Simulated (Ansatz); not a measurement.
# Sn under changes of volume

One of the cells (28.673 Å³/atom); the others are scaled copies at fixed shape and fractional positions:

```
Sn
1.0
    -1.72654    1.77555    2.33834
     1.72654   -1.77555    2.33834
     1.72654    1.77555   -2.33834
Sn
1
Cartesian
  0.0000 0.0000 0.0000
```

This isn't the form of Sn at room conditions, which is tetragonal (white tin).

```yaml
Program: Ansatz 0.2.0
Functional: r2SCAN
Potentials_or_basis: Ansatz PAW
Cutoff: "500 eV (not typed: the program's choice for these potentials)"
k_mesh: 11 × 11 × 11
Occupations: fermi-dirac, width 0.05 eV
Spin: no spin polarisation
```

```csv
volume (Å³/atom),energy over the lowest point (meV/atom),pressure (GPa)
26.953,1.08,0.8
27.526,0.00,-0.3
28.100,2.75,-1.3
28.673,8.92,-2.2
29.247,18.12,-3.0
29.820,30.02,-3.7
30.394,?,?
```

Q: What does the run at 30.394 Å³/atom give?

A: Energy over the lowest point 44.29 meV/atom; pressure -4.3 GPa.

Worked out: A Birch-Murnaghan fit of order 3 (a polynomial in V^(-2/3)) to the other rows has its minimum at 27.39 Å³/atom with B0 = V·E''(V) = 53 GPa and B' = 4.6 at fixed shape and positions, which overstates the stiffness. It gives 44.34 meV/atom at 30.394 Å³/atom, against the run's 44.29, and -dE/dV = -4.3 GPa, against -4.3.

Energies are extrapolated to zero smearing.

Caveats: the PAW data sets come from PBE, with cores solved anew for the run's functional, which leaves a small shift of forces and pressure.
